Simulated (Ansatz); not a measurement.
Starting cell, CsBr (CsCl type):

```xyz
4
Lattice="8.7779 0.0000 0.0000 0.0000 4.3890 0.0000 0.0000 0.0000 4.3890" Properties=species:S:1:pos:R:3 pbc="T T T"
Cs     0.0000     0.0000     0.0000
Cs     4.3890     0.0000     0.0000
Br     2.1945     2.1945     2.1945
Br     6.5835     2.1945     2.1945
```

Scan: atom 4 (Br, nearest neighbour Cs at 3.801 Å; its periodic images, 4.4 Å or more away, move with it) is displaced along Cartesian [110], direction (0.707, 0.707, 0.000) in Cartesian axes, by s. The other atoms stay.

Level of theory: PBE (plane waves to 420 eV, PAW, scalar-relativistic; Ansatz, a first-principles code). k mesh 3×6×6 (Γ-centred), Fermi-Dirac smearing 0.05 eV. The energy includes the smearing's −TS. Stress and pressure are positive under compression. F∥ is the force on the atom along that direction. F⊥ is the part of the force across the line. CsBr was relaxed with its symmetry unable to fall. The zero of ΔE is the undisplaced structure.

```tsv
s (Å)	ΔE (meV/cell)	|F⊥| (eV/Å)	F∥ (eV/Å)	P (GPa)
-0.760	368	0.293	1.206	1.24
-0.608	215	0.232	0.829	0.76
-0.456	112	0.173	0.541	0.41
-0.304	47	0.115	0.323	0.18
-0.152	11	0.057	0.150	0.05
0.000	0	0.000	0.000	0.01
0.152	11	0.057	-0.150	0.05
0.304	47	0.115	-0.323	0.18
0.456	112	0.173	-0.541	0.41
0.608	215	0.232	-0.829	0.76
0.760	368	0.293	-1.206	1.24
```

Read from the data:

| Quantity | Result |
|---|---|
| Energy at s = 0.760 Å | 368 meV/cell |
| Force along the line at s = -0.760 Å | 1.21 eV/Å |
| Symmetry of the curve | even: the same for both signs |
| Shape of the curve | a single well with its minimum at or next to zero displacement |
| Force constant k = d²E/ds² at s = 0 (finite differences) | 0.96 eV/Å² |
| Harmonic estimate at the end of the scan | ½ks² = 277 meV/cell against the computed 368 meV/cell, so the well is stiffer than harmonic there |

The 11 points together took roughly 3 core-minutes.

(For displaced atoms, the force is minus the slope of the energy, and its curvature is a force constant, which sets phonon frequencies.)
